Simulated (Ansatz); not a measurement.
**Pressure against volume: O**

```
O
1.0
     2.67595    0.00000    0.00000
    -1.33797    2.31744    0.00000
     0.00000    0.00000    2.62922
O
2
Cartesian
  0.0000 1.5450 0.6573
  1.3380 0.7725 1.9719
```

Conventional cell: a = 2.676 Å, b = 2.676 Å, c = 2.629 Å, α = 90.00°, β = 90.00°, γ = 120.00°. O (atom 1) is surrounded by 6 O at 2.03 Å.

The structure comes from a relaxation in the same program, started in the hcp type, and has space group P6_3/mmc. Whether it is a known phase or the ground state wasn't checked.

This is a hypothetical arrangement without O2 molecules, not solid oxygen as it is known.

Levels of theory: DFT, PBE, all-electron LAPW, scalar-relativistic (Ansatz 0.2.0); DFT, PBE, PAW with Ansatz's default frozen-core files, scalar-relativistic (Ansatz 0.2.0).

For LAPW: a Γ-centred 15×15×8 k mesh, Fermi–Dirac smearing of 0.08 eV, basis error target 1 meV/atom, no spin polarisation; the mesh is coarse along some axis. PAW takes a cutoff of 420 eV at this cell. The Ansatz runs share mesh, smearing and spin set-up. Plane-wave (PAW) pressures include the program's estimate of the Pulay term.

The cell above is scaled evenly, with fractional coordinates and shape held.

```
V/V(cell)  V (Å³/atom)  P, LAPW (GPa)  P, PAW (GPa)  free energy over the lowest listed, PAW (meV/atom)
   0.9600        7.826           7.02          7.14                                                 7.0
   0.9800        7.989           3.29          3.39                                                 1.7
   1.0000        8.152          -0.05          0.02                                                 0.0
   1.0200        8.315          -3.04         -2.99                                                 1.5
   1.0400        8.478          -5.71         -5.69                                                 6.0
```

What do Birch–Murnaghan fits to the pressures give?

LAPW: V0 = 8.15 Å³/atom, B0 = 158 GPa, B0′ = 4.6; PAW: V0 = 8.15 Å³/atom, B0 = 159 GPa, B0′ = 4.5.

PAW's V0 lies 0.04 % from the all-electron value and its B0 0.6 %. With shape and internal coordinates held, B0 is an upper bound to the relaxed modulus.
